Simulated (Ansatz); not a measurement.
# W2C (P-3m1) in Ansatz: notebook

The runs below take W2C through single point, equation of state, with PBEsol.

Program: Ansatz 0.2.0. These are calculated values, not measurements. Logs are shortened: lines on timing, memory, paths and dates and some standing lists are left out, and cuts for length are marked.

## 1. The crystal as given

It takes space group P-3m1 (No. 164, trigonal). The conventional cell has a = 3.070 Å, b = 3.070 Å, c = 4.678 Å, α = 90.00°, β = 90.00°, γ = 120.00°. Around W (site symmetry 3m) lie 3 C at 2.13 Å. C (site symmetry -3m) is surrounded by 6 W at 2.13 Å.

The cell comes from a database or a generator and needn't be the stable form of this composition.

## 2. Single point, PBEsol, 11.97 Å³/atom (volume scaled by 0.94)

input.yaml reads:

```yaml
crystal:
  lattice:
    - [3.007374064, 0.0, 0.0]
    - [-1.503687032, 2.6044623381, 0.0]
    - [0.0, 0.0, 4.5829230794]
  atoms:
    - { symbol: W, position: [0.6666666667, 0.3333333333, 0.253669] }
    - { symbol: W, position: [0.3333333333, 0.6666666667, 0.746331] }
    - { symbol: C, position: [0.0, 0.0, 0.0] }
kpoints:
  mp_grid: { grid: [10, 10, 6] }
scf:
  occupations: { method: fermi_dirac, width: 0.05 }
hamiltonian:
  xc: pbesol
  pseudopotentials: { kind: all_electron, lapw: { basis_error: 0.002 } }
output:
  forces: true
  stress: true
  eigenvalues: true
```

Potentials or basis: all-electron LAPW, scalar-relativistic.

Run with:

```sh
> ansatz run input.yaml --threads 2 --pin off --max-ram 6144MiB --backend cpu --events-out ev --progress --plain --runs-dir out
```

The program printed:

```text
Warning: RAYON_NUM_THREADS=2 ignored (pool sized by the plan → 2); use --threads N
LAPW: plane waves up to 9.506 Å⁻¹, error target 2.0e-3 eV per atom; small_component_spin mean_spin; C in spheres of 0.849 Å, 6 of its electrons in bands, Dirac shells []; W in spheres of 1.240 Å, 44 of its electrons in bands, Dirac shells [] (how accurate: hamiltonian.pseudopotentials.lapw.basis_error, Limitations)
Engine: ansatz 0.2.0, x86_64-unknown-linux-gnu
Pseudopotentials: kind: all_electron
Pseudopotential: W, LAPW, valence charge 44, lapw/all_electron/scalar/gaussian/W, Koelling and Harmon's equation, gaussian nucleus
Pseudopotential: C, LAPW, valence charge 6, lapw/all_electron/scalar/gaussian/C, Koelling and Harmon's equation, gaussian nucleus
Functional definition: PBEsol
  exchange = pbesol_x
  correlation = pbesol_c
Crystal: 3 atoms, lattice volume = 35.896 Å³
Basis set: ecut = 344.31851860417305 eV, 523 PW (Γ), exchange–correlation at level 2
Bands: 57, of which v1, the nominal top of the filled ones, is band 47 counted from 1 (46 counted from 0)
Symmetry: 12 space group operations
Space group: P-3m1 (ITA 164), of the structure as read, at distance tolerance 3.3e-5 Å
k-points: 72 of 600
Non-local potential: W, projectors of the file, none
Non-local potential: C, projectors of the file, none
Initial density: superposition of atomic densities (chi_scale 0.1, normalization cell, long waves kept (reshape's long-wave potential 0.01 eV rms))
Initial wavefunctions: plane waves of lowest kinetic energy (no species holds an atomic orbital)
Functional: x = pbesol(κ = 0.804, μ = 0.12345679012345678), c = pbesol(β = 0.046)
iter 1 solved again at ethr=6.11e-3 eV; its pass at ethr=1.00e-1 eV (dr2=5.74e0 eV) is discarded
SCF iter   1: F=—  HF=-879182.538019 eV  |F-HF|=—  |Δ(HF+E_count)|=         —  Δρ=1.06e-1  dr2=5.74e0  ethr=6.11e-3  ⟨swp⟩=2.0  Hψ=25471  notcnv=0
preconditioner: auto → Kerker (q_TF=auto, 3.203 Å⁻¹)  [metal: Δε(μ)=0.017 eV  Ē_g=29.364 eV  σ=0.050 eV  W_gap=0.08  n_scr=22 (ndim 8)  ℏωp=46.4 eV  f_vac=0.000  D(μ)=2.02/eV (n_scr^D=22)]
iter 2 solved again at ethr=5.56e-4 eV; its pass at ethr=6.11e-3 eV (dr2=5.23e-1 eV) is discarded
SCF iter   2: F=—  HF=-879180.713662 eV  |F-HF|=—  |Δ(HF+E_count)|=    1.82e0  Δρ=3.20e-2  dr2=5.23e-1  ethr=5.56e-4  ⟨swp⟩=2.0  Hψ=20585  notcnv=0
SCF iter   3: F=—  HF=-879180.639575 eV  |F-HF|=—  |Δ(HF+E_count)|=         —  Δρ=2.24e-2  dr2=2.66e-1  ethr=5.56e-4  ⟨swp⟩=2.0  Hψ=11789  notcnv=0
the basis was enlarged: its passes take 482.1 KiB over the memory plan, 2 of 2 planned eigensolver slots
SCF iter   4: F=—  HF=-879180.610753 eV  |F-HF|=—  |Δ(HF+E_count)|=   2.88e-2  Δρ=8.48e-3  dr2=3.87e-2  ethr=2.83e-4  ⟨swp⟩=2.4  Hψ=12161  notcnv=0
SCF iter   5: F=—  HF=-879180.591430 eV  |F-HF|=—  |Δ(HF+E_count)|=   1.93e-2  Δρ=2.50e-3  dr2=1.73e-3  ethr=4.12e-5  ⟨swp⟩=3.0  Hψ=12605  notcnv=0
SCF iter   6: F=—  HF=-879180.591469 eV  |F-HF|=—  |Δ(HF+E_count)|=   3.89e-5  Δρ=8.53e-4  dr2=2.73e-4  ethr=1.84e-6  ⟨swp⟩=2.0  Hψ=11912  notcnv=0
SCF iter   7: F=—  HF=-879180.591460 eV  |F-HF|=—  |Δ(HF+E_count)|=   8.90e-6  Δρ=2.73e-4  dr2=4.07e-5  ethr=2.90e-7  ⟨swp⟩=2.0  Hψ=11912  notcnv=0
SCF iter   8: F=—  HF=-879180.591446 eV  |F-HF|=—  |Δ(HF+E_count)|=   1.43e-5  Δρ=7.13e-5  dr2=1.63e-6  ethr=4.33e-8  ⟨swp⟩=3.0  Hψ=12111  notcnv=0
SCF iter   9: F=—  HF=-879180.591445 eV  |F-HF|=—  |Δ(HF+E_count)|=   7.89e-7  Δρ=3.32e-5  dr2=4.16e-7  ethr=1.73e-9  ⟨swp⟩=2.0  Hψ=11912  notcnv=0
SCF iter  10: F=-879180.591445 eV  HF=-879180.591445 eV  |F-HF|=7.28e-8  |Δ(HF+E_count)|=   3.12e-8  Δρ=1.82e-5  dr2=9.94e-8  ethr=4.42e-10  ⟨swp⟩=3.0  Hψ=12289  notcnv=0
SCF 1 converged in 10 iterations: F = -879180.591445 eV  dr2 = 9.94e-8
SCF converged after 10 iterations
Free energy (F): -879180.591445 eV
Harris-Foulkes:  -879180.591445 eV  (|F-HF|=7.28e-8)
Internal energy: -879180.573749 eV  (E = F + TS)
E sigma→0 (E₀):  -879180.582597 eV
Entropy (-TS):   -0.017696 eV (-5.899 meV/atom)
Fermi energy:    28.491023 eV
--- Per-component energies (eV) ---
  E_band       = -9199.035417
  E_kinetic    = 984429.297215
  E_xc         = -17553.636539
  E_electrostatic = -1846056.234425  (all electrons and nuclei)
  E_smearing   = -0.017696  (= −TS)
  E_closure    = 0.000000  (closes the sum)
  E_atoms      = -879146.391728  (free atoms, spherical and without spin; not in F)
  Σ components = -879180.591445   (vs F -879180.591445, Δ=0.00e0)
  Basis errors (estimates in eV, not in F): energy 7.6e-4 per atom: plane waves 6.9e-4 (3.8e-4 summed), levels above the bands 9.9e-112, relativity 6.7e-8, radial functions 6.5e-5, core shells 5.7e-7; eigenvalues (radial functions only) 1.5e-5; not estimated: angular momenta, meshes, grids; target (lapw.basis_error) 2.0e-3; muffin-tin radii C 0.849 Å, W 1.240 Å
--- Forces (eV/Å), atoms counted from 1 ---
  atom   1  W      0.00000000    -0.00000000     0.40990728
  atom   2  W      0.00000000     0.00000000    -0.40990728
  atom   3  C      0.00000000     0.00000000     0.00000000
  max |Σ_I F_I| component: 7.40e-17 eV/Å
--- Stress (GPa, compression-positive) ---
       11.351538       0.000000      -0.000000
        0.000000      11.351538      -0.000000
       -0.000000      -0.000000      13.822223
  P = ⅓ Tr σ = 12.1751 GPa (121.751 kbar)
--- Band table (eV; the first three rows and the last of 72) ---
  k-point 0: bands = ["-389.6125", "-389.6125", "-389.6125", "-389.6125", "-389.6079", "-389.6079", "-236.9661", "-204.9034", "-204.9034", "-204.9034", "-204.9034", "-204.8987", "-204.8987", "-204.8929", "-204.8929", "-204.8929", "-204.8929", "-46.1193", "-46.0176", "-10.9934", "-10.2176", "-10.2176", "-10.0523", "-10.0523", "-9.8858", "-0.2939", "-0.2905", "-0.2846", "-0.2766", "-0.2766", "-0.2702", "-0.2702", "-0.2684", "-0.2684", "-0.2607", "-0.2605", "-0.2581", "-0.2511", "-0.2511", "13.5557", "19.6340", "22.7545", "22.7545", "24.6102", "26.8981", "27.0481", "27.0481", "27.3538", "27.3538", "29.1147", "29.1147", "30.1504", "35.5800", "36.5469", "36.5469", "39.5594", "42.1575"]
  k-point 1: bands = ["-389.6125", "-389.6125", "-389.6125", "-389.6125", "-389.6079", "-389.6079", "-236.9661", "-204.9034", "-204.9034", "-204.9034", "-204.9034", "-204.8987", "-204.8987", "-204.8929", "-204.8929", "-204.8929", "-204.8929", "-46.1126", "-46.0245", "-10.9244", "-10.2068", "-10.2068", "-10.0633", "-10.0633", "-9.9654", "-0.2949", "-0.2913", "-0.2818", "-0.2808", "-0.2808", "-0.2720", "-0.2720", "-0.2641", "-0.2641", "-0.2618", "-0.2603", "-0.2582", "-0.2493", "-0.2493", "13.7066", "19.4880", "22.6545", "22.6545", "24.6242", "26.5758", "26.7106", "26.7106", "27.7354", "27.7354", "29.6187", "29.6187", "30.6891", "34.7043", "35.7477", "35.7477", "40.2197", "41.5537"]
  k-point 2: bands = ["-389.6125", "-389.6125", "-389.6125", "-389.6125", "-389.6079", "-389.6079", "-236.9661", "-204.9034", "-204.9034", "-204.9034", "-204.9034", "-204.8987", "-204.8987", "-204.8929", "-204.8929", "-204.8929", "-204.8929", "-46.0941", "-46.0431", "-10.7328", "-10.1779", "-10.1774", "-10.1774", "-10.0930", "-10.0930", "-0.2957", "-0.2931", "-0.2841", "-0.2841", "-0.2779", "-0.2779", "-0.2762", "-0.2651", "-0.2599", "-0.2587", "-0.2560", "-0.2560", "-0.2478", "-0.2478", "14.0404", "19.1401", "22.4815", "22.4815", "24.7814", "25.9955", "26.2110", "26.2110", "28.7760", "28.7760", "30.3074", "30.3074", "31.6045", "33.5954", "34.2240", "34.2240", "39.5235", "42.6093"]
  k-point 71: bands = ["-389.6125", "-389.6125", "-389.6125", "-389.6125", "-389.6079", "-389.6079", "-236.9661", "-204.9034", "-204.9034", "-204.9034", "-204.9034", "-204.8987", "-204.8987", "-204.8929", "-204.8929", "-204.8929", "-204.8929", "-46.0268", "-46.0262", "-10.8077", "-10.7973", "-10.5606", "-10.5341", "-10.0829", "-10.0819", "-0.2856", "-0.2854", "-0.2735", "-0.2726", "-0.2712", "-0.2708", "-0.2701", "-0.2697", "-0.2674", "-0.2670", "-0.2633", "-0.2629", "-0.2608", "-0.2594", "15.6819", "20.6601", "20.9096", "22.4954", "25.2712", "25.5620", "25.6129", "27.7495", "28.7318", "29.8458", "31.7842", "32.3866", "34.1483", "35.1954", "35.8185", "36.4405", "40.1476", "40.8564"]
```

Run time: 26 s. Hardware: 2 threads of AMD EPYC 7R13 (Zen 3), shared host; peak memory 0.61 GiB.

Results:

| Item | Value |
| --- | --- |
| Free energy | -879180.5914 eV |
| Pressure | 12.2 GPa |
| Largest force | 0.410 eV/Å |
| Band gap on the k mesh | none (metal or under the smearing width) |

## 3. Single point, PBEsol, 12.22 Å³/atom (volume scaled by 0.96)

input.yaml, as its differences from that of step 2:

```diff
@@ -2,5 +2,5 @@
   lattice:
-    - [3.007374064, 0.0, 0.0]
-    - [-1.503687032, 2.6044623381, 0.0]
-    - [0.0, 0.0, 4.5829230794]
+    - [3.0285534524, 0.0, 0.0]
+    - [-1.5142767262, 2.6228042265, 0.0]
+    - [0.0, 0.0, 4.615198249]
   atoms:
```

Potentials or basis: all-electron LAPW, scalar-relativistic.

Run with:

```sh
> ansatz run input.yaml --threads 2 --pin off --max-ram 6144MiB --backend cpu --events-out ev --progress --plain --runs-dir out
```

Wall time 22 s (2 threads of AMD EPYC 7R13 (Zen 3), shared host); peak memory 0.56 GiB.

Results (log left out):

```yaml
Free_energy: -879180.6297 eV
Pressure: 4.0 GPa
Largest_force: 0.200 eV/Å
Band_gap_on_the_k_mesh: none (metal or under the smearing width)
```

## 4. Single point, PBEsol, 12.47 Å³/atom (volume scaled by 0.98)

input.yaml, as its differences from that of step 3:

```diff
@@ -2,5 +2,5 @@
   lattice:
-    - [3.0285534524, 0.0, 0.0]
-    - [-1.5142767262, 2.6228042265, 0.0]
-    - [0.0, 0.0, 4.615198249]
+    - [3.049440688, 0.0, 0.0]
+    - [-1.524720344, 2.6408931031, 0.0]
+    - [0.0, 0.0, 4.6470282083]
   atoms:
```

Run with:

```sh
> ansatz run input.yaml --threads 2 --pin off --max-ram 6144MiB --backend cpu --events-out ev --progress --plain --runs-dir out
```

Wall time 21 s (2 threads of AMD EPYC 7R13 (Zen 3), shared host); peak memory 0.58 GiB.

It converged, with:

| Property | Result |
| --- | --- |
| Free energy | -879180.6307 eV |
| Pressure | -3.4 GPa |
| Largest force | 0.008 eV/Å |
| Band gap on the k mesh | none (metal or under the smearing width) |

## 5. Single point, PBEsol, 12.73 Å³/atom

input.yaml, as its differences from that of step 4:

```diff
@@ -2,5 +2,5 @@
   lattice:
-    - [3.049440688, 0.0, 0.0]
-    - [-1.524720344, 2.6408931031, 0.0]
-    - [0.0, 0.0, 4.6470282083]
+    - [3.070045642, 0.0, 0.0]
+    - [-1.535022821, 2.6587375167, 0.0]
+    - [0.0, 0.0, 4.678428]
   atoms:
```

Run with:

```sh
> ansatz run input.yaml --threads 2 --pin off --max-ram 6144MiB --backend cpu --events-out ev --progress --plain --runs-dir out
```

Wall time 27 s (2 threads of AMD EPYC 7R13 (Zen 3), shared host); peak memory 0.57 GiB.

Results (log left out):

```yaml
Free_energy: -879180.5984 eV
Pressure: -10.0 GPa
Largest_force: 0.170 eV/Å
Band_gap_on_the_k_mesh: none (metal or under the smearing width)
```

## 6. Single point, PBEsol, 12.98 Å³/atom (volume scaled by 1.02)

input.yaml, as its differences from that of step 5:

```diff
@@ -2,5 +2,5 @@
   lattice:
-    - [3.070045642, 0.0, 0.0]
-    - [-1.535022821, 2.6587375167, 0.0]
-    - [0.0, 0.0, 4.678428]
+    - [3.0903776626, 0.0, 0.0]
+    - [-1.5451888313, 2.6763455631, 0.0]
+    - [0.0, 0.0, 4.7094118698]
   atoms:
```

Potentials or basis: all-electron LAPW, scalar-relativistic.

Run with:

```sh
> ansatz run input.yaml --threads 2 --pin off --max-ram 6144MiB --backend cpu --events-out ev --progress --plain --runs-dir out
```

Run time: 26 s. Hardware: 2 threads of AMD EPYC 7R13 (Zen 3), shared host; peak memory 0.57 GiB.

It converged, with:

```
Free energy            : -879180.5362 eV
Pressure               : -15.9 GPa
Largest force          : 0.335 eV/Å
Band gap on the k mesh : none (metal or under the smearing width)
```

## 7. Single point, PBEsol, 13.24 Å³/atom (volume scaled by 1.04)

input.yaml, as its differences from that of step 6:

```diff
@@ -2,5 +2,5 @@
   lattice:
-    - [3.0903776626, 0.0, 0.0]
-    - [-1.5451888313, 2.6763455631, 0.0]
-    - [0.0, 0.0, 4.7094118698]
+    - [3.1104456123, 0.0, 0.0]
+    - [-1.5552228062, 2.6937249173, 0.0]
+    - [0.0, 0.0, 4.7399933233]
   atoms:
```

Run with:

```sh
> ansatz run input.yaml --threads 2 --pin off --max-ram 6144MiB --backend cpu --events-out ev --progress --plain --runs-dir out
```

Wall time 23 s (2 threads of AMD EPYC 7R13 (Zen 3), shared host); peak memory 0.57 GiB.

The run converged. Its results:

```
Free energy            : -879180.4473 eV
Pressure               : -21.2 GPa
Largest force          : 0.486 eV/Å
Band gap on the k mesh : none (metal or under the smearing width)
```

## 8. Single point, PBEsol, 13.49 Å³/atom (volume scaled by 1.06)

input.yaml, as its differences from that of step 7:

```diff
@@ -2,5 +2,5 @@
   lattice:
-    - [3.1104456123, 0.0, 0.0]
-    - [-1.5552228062, 2.6937249173, 0.0]
-    - [0.0, 0.0, 4.7399933233]
+    - [3.130257902, 0.0, 0.0]
+    - [-1.565128951, 2.7108828635, 0.0]
+    - [0.0, 0.0, 4.7701851776]
   atoms:
```

Run with:

```sh
> ansatz run input.yaml --threads 2 --pin off --max-ram 6144MiB --backend cpu --events-out ev --progress --plain --runs-dir out
```

Run time: 20 s. Hardware: 2 threads of AMD EPYC 7R13 (Zen 3), shared host; peak memory 0.56 GiB.

The run converged. Its results:

```
Free energy            : -879180.3344 eV
Pressure               : -26.0 GPa
Largest force          : 0.627 eV/Å
Band gap on the k mesh : none (metal or under the smearing width)
```

## 9. Equation of state, PBEsol

Potentials or basis: all-electron LAPW, scalar-relativistic.

This step only gathers the single runs of the series.

Results:

```
Equilibrium volume                        : 12.35 Å³/atom
Bulk modulus at fixed shape and positions : 357 GPa
Pressure derivative of the bulk modulus   : 4.3
```

Energy against volume, from the lowest point:
```tsv
volume (Å³/atom)	energy (meV/atom)
11.965	13.07
12.220	0.32
12.475	0.00
12.729	10.77
12.984	31.48
13.238	61.12
13.493	98.75
```

Caveat: the cell was scaled at fixed shape and fractional positions, which overstates the stiffness of a crystal with free parameters, most of all of layers and chains.
